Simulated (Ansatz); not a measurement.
SiO2: ε∞ with and without local fields

Plane-wave DFT in Ansatz with scalar-relativistic PAW potentials. The crystal relaxes under PBE to Fddd with a = 4.759 Å, b = 9.522 Å, c = 14.855 Å, 14.02 Å³/atom. No spin polarisation. This form isn't the usual stable structure of the compound.

A sum over independent transitions (PBE, gap on the mesh 5.60 eV) gives a mean ε∞ of 2.46.

Q: What does self-consistent linear response to a field give, and why do the two differ?

A: 2.36, which is 4.0 % lower. The response calculation lets the induced density act back: the Hartree local fields oppose the polarisation and lower ε∞, more so where the density is uneven, while the exchange-correlation kernel raises it again by part of that. The net effect here is a decrease, as usual.